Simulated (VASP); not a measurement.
# N (P6_3/mmc) in VASP: further runs

The runs below take N through RPA correlation energy, elastic constants, density of states, with PBE, PBEsol, TPSS+TS.

All numbers are computed with VASP 6.6.1; they aren't measurements. Logs are shortened: lines on timing, memory, paths and dates and some standing lists are left out, and cuts for length are marked.

## Step 1: The crystal as given

Symmetry: P6_3/mmc, No. 194, hexagonal system. The conventional cell has a = 2.519 Å, b = 2.519 Å, c = 2.446 Å, α = 90.00°, β = 90.00°, γ = 120.00°. Around N (site symmetry -6m2) lie 6 N at 1.90 Å.

The real solid is made of molecules; this cell is a model form.

## Step 2: RPA correlation energy, PBE (volume scaled by 0.96)

Contents of POSCAR:

```
N
1.0
    2.4854226714      0.0000000000      0.0000000000
   -1.2427113357      2.1524391725      0.0000000000
    0.0000000000      0.0000000000      2.4129438665
N
2
Direct
    0.3333333333      0.6666666667      0.7500000000
    0.6666666667      0.3333333333      0.2500000000
```

Contents of INCAR.step1:

```
SYSTEM = N
PREC = Accurate ; ENCUT = 350
EDIFF = 1E-8 ; ISMEAR = 0
SIGMA = 0.05 ; LREAL = .False.
LASPH = .True. ; NELM = 60
ALGO = Normal ; LWAVE = .True.
LCHARG = .False. ; GGA = PE
```

Contents of INCAR.step2:

```
SYSTEM = N
PREC = Accurate ; ENCUT = 350
EDIFF = 1E-8 ; ISMEAR = 0
SIGMA = 0.05 ; LREAL = .False.
LASPH = .True. ; NELM = 1
ALGO = EIGENVAL ; LWAVE = .False.
LCHARG = .False. ; GGA = PE
LHFCALC = .True. ; AEXX = 1.0
ALDAC = 0.0 ; AGGAC = 0.0
ISTART = 1 ; PRECFOCK = Fast
```

Contents of INCAR.step3:

```
SYSTEM = N
PREC = Accurate ; ENCUT = 350
EDIFF = 1E-8 ; ISMEAR = 0
SIGMA = 0.05 ; LREAL = .False.
LASPH = .True. ; NELM = 1
ALGO = Exact ; LWAVE = .True.
LCHARG = .False. ; GGA = PE
NBANDS = 199 ; LOPTICS = .True.
ISTART = 1
```

Contents of INCAR.step4:

```
SYSTEM = N
PREC = Accurate ; ENCUT = 350
EDIFF = 1E-8 ; ISMEAR = 0
SIGMA = 0.05 ; LREAL = .False.
LASPH = .True. ; NELM = 60
ALGO = ACFDT ; LWAVE = .False.
LCHARG = .False. ; GGA = PE
NBANDS = 199 ; ENCUTGW = 200
NOMEGA = 12 ; ISTART = 1
PRECFOCK = Fast
```

Contents of KPOINTS:

```
regular mesh
0
Gamma
  6 6 5
  0 0 0
```

Potentials or basis: VASP PAW PBE potentials, release 64 (N_GW).

Started as:

```sh
> cat potpaw_PBE.64/N_GW/POTCAR > POTCAR
> cp INCAR.step1 INCAR
> mpirun -np 1 vasp_std > vasp.out
> cp INCAR.step2 INCAR
> mpirun -np 1 vasp_std > vasp.out
> cp INCAR.step3 INCAR
> mpirun -np 1 vasp_std > vasp.out
> cp INCAR.step4 INCAR
> mpirun -np 1 vasp_std > vasp.out
```

OUTCAR:

```text
SYSTEM = N
   PREC = Accurate
   ENCUT = 350
   EDIFF = 1E-8
   ISMEAR = 0
   LREAL = .False.
   LASPH = .True.
   NELM = 60
   GGA = PE
   ENCUTGW = 200
   ISTART = 1
   PRECFOCK = Fast

 ion  position               nearest neighbor table
   1  0.333  0.667  0.750-
   2  0.667  0.333  0.250-

  LATTYP: Found a hexagonal cell.
 ALAT       =     2.4854226714
 C/A-ratio  =     0.9708384390

  Lattice vectors:

 A1 = (   2.4854226714,   0.0000000000,   0.0000000000)
 A2 = (  -1.2427113357,   2.1524391725,   0.0000000000)
 A3 = (   0.0000000000,   0.0000000000,   2.4129438665)

Analysis of symmetry for initial positions (statically):
=====================================================================
 Subroutine PRICEL returns:
 Original cell was already a primitive cell.

 Routine SETGRP: Setting up the symmetry group for a
 hexagonal supercell.

 Subroutine GETGRP returns: Found 24 space group operations
 (whereof 12 operations were pure point group operations)
 out of a pool of 24 trial point group operations.

The static configuration has the point symmetry D_3d.
 The point group associated with its full space group is D_6h.

Analysis of symmetry for dynamics (positions and initial velocities):
=====================================================================
 Subroutine PRICEL returns:
 Original cell was already a primitive cell.

 Routine SETGRP: Setting up the symmetry group for a
 hexagonal supercell.

 Subroutine GETGRP returns: Found 24 space group operations
 (whereof 12 operations were pure point group operations)
 out of a pool of 24 trial point group operations.

The dynamic configuration has the point symmetry D_3d.
 The point group associated with its full space group is D_6h.

 Subroutine INISYM returns: Found 24 space group operations
 (whereof 12 operations are pure point group operations),
 and found     1 'primitive' translations

----------------------------------------------------------------------------------------

                                     Primitive cell

  volume of cell :      12.9086

  direct lattice vectors                    reciprocal lattice vectors
     2.485422671  0.000000000  0.000000000     0.402346052  0.232294602  0.000000000
    -1.242711336  2.152439172  0.000000000     0.000000000  0.464589203  0.000000000
     0.000000000  0.000000000  2.412943867     0.000000000  0.000000000  0.414431522

  length of vectors
     2.485422671  2.485422671  2.412943867     0.464589203  0.464589203  0.414431522

  position of ions in fractional coordinates (direct lattice)
     0.333333333  0.666666667  0.750000000
     0.666666667  0.333333333  0.250000000

  ion indices of the primitive-cell ions
   primitive index   ion index
                 1           1
                 2           2

----------------------------------------------------------------------------------------

 KPOINTS: regular mesh

Automatic generation of k-mesh.
 Grid dimensions read from file:
 generate k-points for:    6    6    5

 Generating k-lattice:

  Cartesian coordinates                     Fractional coordinates (reciprocal lattice)
     0.067057675  0.038715767  0.000000000     0.166666667  0.000000000  0.000000000
     0.000000000  0.077431534  0.000000000     0.000000000  0.166666667  0.000000000
     0.000000000  0.000000000  0.082886304     0.000000000  0.000000000  0.200000000

  Length of vectors
     0.077431534  0.077431534  0.082886304

  Shift w.r.t. Gamma in fractional coordinates (k-lattice)
     0.000000000  0.000000000  0.000000000

 Subroutine IBZKPT returns following result:
 ===========================================

 Found     21 irreducible k-points:

 Following reciprocal coordinates:
            Coordinates               Weight
  0.000000  0.000000  0.000000      1.000000
  0.166667  0.000000  0.000000      6.000000
  0.333333  0.000000  0.000000      6.000000
  0.500000 -0.000000  0.000000      3.000000
  0.166667  0.166667  0.000000      6.000000
  0.333333  0.166667  0.000000     12.000000
[... 13 lines left out ...]
  0.333333  0.166667  0.400000     24.000000
  0.333333  0.333333  0.400000      4.000000
   k-points           NKPTS =     21   k-points in BZ     NKDIM =    180   number of bands    NBANDS=    199
   number of dos      NEDOS =    301   number of ions     NIONS =      2
   total plane-waves  NPLWV =   4096
   dimension x,y,z NGX =    16 NGY =   16 NGZ =   16
   dimension x,y,z NGXF=    32 NGYF=   32 NGZF=   32
   ions per type =               2
   NGX,Y,Z   is equivalent  to a cutoff of  10.70, 10.70, 11.02 a.u.
   NGXF,Y,Z  is equivalent  to a cutoff of  21.40, 21.40, 22.05 a.u.
 SYSTEM =  N
   PREC   = accura    normal or accurate (medium, high low for compatibility)
   ISTART =      1    job   : 0-new  1-cont  2-samecut
   ICHARG =      0    charge: 1-file 2-atom 10-const
   ISPIN  =      1    spin polarized calculation?
   LNONCOLLINEAR =      F non collinear calculations
   LSORBIT =      F    spin-orbit coupling
   LASPH  =      T    aspherical Exc in radial PAW
   ENCUT  =  350.0 eV  25.72 Ry    5.07 a.u.   3.79  3.79  3.68*2*pi/ulx,y,z
   NELM   =     60;   NELMIN=  2; NELMDL=  0     # of ELM steps
   EDIFF  = 0.1E-07   stopping-criterion for ELM
   LREAL  =      F    real-space projection
   EDIFFG = 0.1E-06   stopping-criterion for IOM
   NSW    =      0    number of steps for IOM
   IBRION =     -1    ionic relax: 0-MD 1-quasi-New 2-CG
   NFREE  =      0    steps in history (QN), initial steepest desc. (CG)
   ISIF   =      0    stress and relaxation
   ISYM   =      3    0-nonsym 1-usesym 2-fastsym
   POTIM  = 0.5000    time-step for ionic-motion
   TEBEG  =    0.0;   TEEND  =   0.0 temperature during run
   PSTRESS=    0.0 pullay stress
   NELECT =      10.0000    total number of electrons
   NUPDOWN=      -1.0000    fix difference up-down
   EMIN   =  10.00;   EMAX   =-10.00  energy-range for DOS
   EFERMI =   0.00;   METHOD = LEGACY
   ISMEAR =     0;   SIGMA  =   0.05  broadening in eV -4-tet -1-fermi 0-gaus
   EFERMI_NEDOS =   21; number of points for ismear=-14 and -15
   IALGO  =     38    algorithm
   IMIX   =      4    mixing-type and parameters
     AMIX     =   0.40;   BMIX     =  1.00
     AMIX_MAG =   1.60;   BMIX_MAG =  1.00
  volume/ion in A,a.u.               =       6.45        43.56
  Fermi-wavevector in a.u.,A,eV,Ry     =   1.503541  2.841281 30.757828  2.260637
  Thomas-Fermi vector in A             =   2.614638
   LORBIT       =      0    0 simple, 1 ext, 2 COOP (PROOUT), +10 PAW based schemes
   GGA     = PE    functional components
   LHFCALC =     T    Hartree Fock is set to
   PRECFOCK=fast      Normal, Fast or Accurate (Low or Medium for compatibility)
   ENCUT4O =  -1.0   cutoff for four orbital integrals eV
   NKREDX  =     1    reduce k-point grid by
   NKREDY  =     1    reduce k-point grid by
   NKREDZ  =     1    reduce k-point grid by
   AEXX    =    1.0000 exact exchange contribution
   HFSCREEN=    0.0000 screening length (either q_TF or 0.3 A-1)
   HFSCREENC=   0.0000 screening length for correlation (either q_TF or 0.3 A-1)
   ENCUTFOCK=  -1.0 apply spherical cutoff to Coloumb kernel
   IVDW    =     0    specifies the selected vdW correction
   LEPSILON=     F    determine dielectric tensor
   LRPA    =     F    only Hartree local field effects (RPA)
   LRPAFORCE           =     F    calculate RPA forces
   ENCUTGW             = 200.0    cutoff for response function in eV
   ENCUTGWSOFT         = 160.0    soft cutoff for Coulomb kernel in GW response function in eV
   ENCUTLF             =  -1.0    cutoff for local field effects
   NELMGW              =     1    number of iterations in solving QP/BSE equation
   NELMHF              =     1    number of iterations in the inner HF iteration
   NKREDLFX            =     1    NKREDLFY  =   1   NKREDLFZ  =   1
 non-spin polarized calculation
 Gauss-broadening in eV      SIGMA  =   0.05
  energy-cutoff  :      350.00
  volume of cell :       12.91
 maximum number of plane-waves:       199
 NGX is ok and might be reduce to    16
  NGX = 10; NGY = 10; NGZ = 10
   NGX =  7   NGY =  7   NGZ =  7
 maximum number of plane-waves:        88

      cutoff energy     smooth cutoff   RPA   correlation   Hartree contr. to MP2
---------------------------------------------------------------------------------
            200.000           160.000      -21.0328890073      -59.0155615168
            190.476           152.381      -20.8800797331      -58.8155068877
            181.406           145.125      -20.7162870081      -58.5977200111
            172.768           138.214      -20.5420109386      -58.3620596636
            164.541           131.632      -20.3592271643      -58.1103224864
            156.705           125.364      -20.1639095703      -57.8368971560
            149.243           119.394      -19.9595463403      -57.5451770263
            142.136           113.709      -19.7439545011      -57.2294941076
  linear regression
  converged value                          -22.9518440145      -61.6887207987
```

OUTCAR.step1:

```text
SYSTEM = N
   PREC = Accurate
   ENCUT = 350
   EDIFF = 1E-8
   ISMEAR = 0
[... 473 lines left out ...]
     -0.00000      1.43496      1.80971         0.000000      0.000000      0.000000
      1.24271      0.71748      0.60324        -0.000000     -0.000000      0.000000
 -----------------------------------------------------------------------------------
    total drift:                               -0.000000      0.000000      0.000000

  FREE ENERGIE OF THE ION-ELECTRON SYSTEM (eV)
  ---------------------------------------------------
  free  energy   TOTEN  =        -9.2434235029 eV

  energy  without entropy=       -9.2427966256  energy(sigma->0) =       -9.24311006
```

OUTCAR.step2:

```text
SYSTEM = N
   PREC = Accurate
   ENCUT = 350
   EDIFF = 1E-8
   ISMEAR = 0
[... 477 lines left out ...]
     -0.00000      1.43496      1.80971         0.000000     -0.000000      0.000000
      1.24271      0.71748      0.60324        -0.000000      0.000000     -0.000000
 -----------------------------------------------------------------------------------
    total drift:                                0.000000      0.000000     -0.000000

  FREE ENERGIE OF THE ION-ELECTRON SYSTEM (eV)
  ---------------------------------------------------
  free  energy   TOTEN  =       -21.2825347343 eV

  energy  without entropy=      -21.2819078569  energy(sigma->0) =      -21.28222130
```

Wall time 82 s (1 thread of Intel Xeon 6975P-C (Granite Rapids), shared host); peak memory 0.23 GiB.

The run converged, but a check on its numbers failed (symmetry, net force, bounds or a known fault of this set-up), so they aren't taken as properties of the crystal.

Caveat: the k mesh is coarse (spacing up to 0.52 Å⁻¹), so the values aren't converged; the cutoff lies under the usual one of these potentials, so the numbers hold a large basis-set error; the ground state has no gap, which makes the many-body step unreliable.

## Step 3: Elastic constants, PBEsol

Contents of POSCAR:

```
N
1.0
    2.5194737886      0.0000000000      0.0000000000
   -1.2597368943      2.1819283051      0.0000000000
    0.0000000000      0.0000000000      2.4460020000
N
2
Direct
    0.3333333333      0.6666666667      0.7500000000
    0.6666666667      0.3333333333      0.2500000000
```

Contents of INCAR.step1:

```
PREC = Accurate
ENCUT = 980
EDIFF = 1E-8
ISMEAR = -5
SIGMA = 0.05
LREAL = False
LASPH = True
NELM = 80
ALGO = Normal
ISIF = 3
LWAVE = False
LCHARG = False
GGA = PS
IBRION = 2
NSW = 40
EDIFFG = -0.002
```

Contents of INCAR.step2:

```
PREC = Accurate
ENCUT = 980
EDIFF = 1E-8
ISMEAR = -5
SIGMA = 0.05
LREAL = False
LASPH = True
NELM = 80
ALGO = Normal
ISIF = 3
LWAVE = False
LCHARG = False
GGA = PS
IBRION = 6
NFREE = 2
POTIM = 0.015
NSW = 1
```

Contents of KPOINTS:

```
regular mesh
0
Gamma
  9 9 8
```

Potentials or basis: VASP PAW PBE potentials, release 64 (N_h).

Started as:

```sh
> cat potpaw_PBE.64/N_h/POTCAR > POTCAR
> cp INCAR.step1 INCAR
> mpirun -np 1 vasp_std > vasp.out
> cp CONTCAR POSCAR
> cp INCAR.step2 INCAR
> mpirun -np 1 vasp_std > vasp.out
```

It took 6.2 min on 1 thread of Intel Xeon Platinum 8488C (Sapphire Rapids), shared host; peak memory 0.25 GiB.

The run converged. Its results:

- Relaxed volume: 6.74 Å³/atom
- Relaxed cell: a = 2.530 Å, b = 2.530 Å, c = 2.433 Å, α = 90.00°, β = 90.00°, γ = 120.00°
- Space group after relaxing (to 0.05 Å): P6_3/mmc (No. 194)
- Voigt bulk modulus: 218 GPa
- Highest phonon frequency at Γ: 0 cm⁻¹
- Most unstable mode: 1480i cm⁻¹

The path:
```csv
step,energy change (eV),largest force (eV/Å),pressure (GPa),volume (Å³)
1,0.0000,0.0000,0.19,13.45
2,-0.0044,0.0000,0.69,13.46
3,-0.0044,0.0000,0.60,13.46
4,-0.0039,0.0000,0.47,13.46
5,-0.0038,0.0000,-0.10,13.49
6,-0.0038,0.0000,0.00,13.49
```

Final structure:
```cif
data_structure
_symmetry_space_group_name_H-M 'P 1'
_symmetry_Int_Tables_number 1
_cell_length_a 2.5299
_cell_length_b 2.5299
_cell_length_c 2.4330
_cell_angle_alpha 90.000
_cell_angle_beta 90.000
_cell_angle_gamma 120.000
_cell_volume 13.49
loop_
_atom_site_label
_atom_site_type_symbol
_atom_site_fract_x
_atom_site_fract_y
_atom_site_fract_z
_atom_site_occupancy
N1 N 0.33333 0.66667 0.75000 1
N2 N 0.66667 0.33333 0.25000 1
```

Phonon frequencies in cm⁻¹ (negative: imaginary):
```
              q point            frequencies
(0.000, 0.000, 0.000)  -1480 -478 -478 0 0 0
```

Elastic tensor in Voigt notation (GPa, in the Cartesian axes of the cell as first typed):
```
 298  303  -24    0    0    0
 303  298  -24    0    0    0
 -24  -24  854    0    0    0
   0    0    0 -293    0    0
   0    0    0    0 -293    0
   0    0    0    0    0   -3
```

Clamped-ion elastic tensor (GPa):
```
 298  303  -24    0    0    0
 303  298  -24    0    0    0
 -24  -24  854    0    0    0
   0    0    0 -293    0    0
   0    0    0    0 -293    0
   0    0    0    0    0   -3
```

Caveat: some modes are imaginary; the elastic tensor has a negative eigenvalue, so either the cell is unstable as it stands or the mesh is too thin; the PAW data sets were made with another functional, which shifts forces and pressure a little.

## Step 4: Density of states, TPSS+TS (cell strained at random at fixed volume)

Contents of INCAR:

```
  PREC = Accurate
  ENCUT = 400
  EDIFF = 1E-6
  ISMEAR = -5
  SIGMA = 0.01
  LREAL = False
  LASPH = True
  NELM = 60
  ALGO = Normal
  ISIF = 2
  LWAVE = False
  LCHARG = False
  METAGGA = TPSS
  LMIXTAU = True
  IVDW = 2
  LORBIT = 10
  NBANDS = 12
  NEDOS = 2001
```

Contents of KPOINTS:

```
regular mesh
0
Gamma
  12 12 11
```

Contents of POSCAR:

```
N
1.0
    2.5746930000     -0.0323540000      0.0173930000
   -1.3153660000      2.1911630000      0.0046080000
    0.0168860000      0.0149150000      2.4017790000
N
2
Direct
    0.3333333333      0.6666666667      0.7500000000
    0.6666666667      0.3333333333      0.2500000000
```

Potentials or basis: VASP PAW PBE potentials, release 64 (N_s).

Started as:

```sh
> cat potpaw_PBE.64/N_s/POTCAR > POTCAR
> mpirun -np 1 vasp_std > vasp.out
```

Wall time 4.7 min (1 thread of Intel Xeon Platinum 8488C (Sapphire Rapids), shared host); peak memory 0.19 GiB.

Results (log left out):

| Item | Value |
| --- | --- |
| Free energy | -13.2818 eV |
| Pressure | 13.7 GPa |
| Largest force | 0.403 eV/Å |
| Band gap on the k mesh | none (metal or under the smearing width) |
| Valence electrons inside the program's atomic spheres | N 4.37 |
| Dispersion energy per atom | -0.162 eV |

Forces on the atoms (eV/Å):
```
N   -0.278  0.291  0.010
N    0.278 -0.291 -0.010
```

Stress tensor (GPa, compression positive):
```
 9.53 -0.06  0.75
-0.06  8.76  1.51
 0.75  1.51 22.94
```

Levels at points of the mesh, in eV from the Fermi level:
```
           k point  band 1  band 2  band 3  band 4  band 5  band 6  band 7  band 8  band 9  band 10
(0.00, 0.00, 0.00)  -22.58   -6.08   -4.34   -2.70   -2.47    2.65    3.01    6.33   15.08    17.53
(0.50, 0.00, 0.00)  -17.94  -15.01   -5.33   -2.49   -1.06    2.00    3.09    5.30   13.91    24.28
(0.00, 0.50, 0.00)  -17.80  -15.05   -5.48   -2.61   -0.94    1.91    3.12    5.29   13.86    24.43
(0.50, 0.50, 0.00)  -18.34  -14.91   -4.91   -2.13   -1.35    2.23    2.99    5.39   14.10    23.94
```

States per cell in windows of 1 eV (zero at the Fermi level; states under -8 eV left out):
```csv
from (eV),total,N1_p,N2_p,N1_s,N2_s,N1_d,N2_d
-8.0,0.65,0.24,0.24,0.03,0.03,0.00,0.00
-7.0,0.59,0.22,0.22,0.03,0.03,0.00,0.00
-6.0,0.65,0.25,0.25,0.03,0.03,0.00,0.00
-5.0,0.81,0.32,0.32,0.03,0.03,0.00,0.00
-4.0,0.78,0.32,0.32,0.03,0.03,0.00,0.00
-3.0,0.68,0.28,0.28,0.02,0.02,0.00,0.00
-2.0,0.71,0.28,0.28,0.03,0.03,0.00,0.00
-1.0,0.78,0.31,0.31,0.04,0.04,0.00,0.00
0.0,0.58,0.23,0.23,0.02,0.02,0.00,0.00
1.0,0.94,0.39,0.39,0.03,0.03,0.00,0.00
2.0,0.85,0.35,0.35,0.03,0.03,0.00,0.00
3.0,1.19,0.51,0.51,0.03,0.03,0.00,0.00
4.0,1.35,0.61,0.61,0.01,0.01,0.00,0.00
5.0,1.08,0.50,0.50,0.01,0.01,0.00,0.00
6.0,0.02,0.01,0.01,0.00,0.00,0.00,0.00
7.0,0.00,0.00,0.00,0.00,0.00,0.00,0.00
```

Caveat: atom-pairwise D2, TS and ULG terms overbind metals; the PAW data sets were made with another functional, which shifts forces and pressure a little; pairwise dispersion overbinds metals, which lowers pressure and volume; tetrahedron occupations give inexact forces and stress in metals.
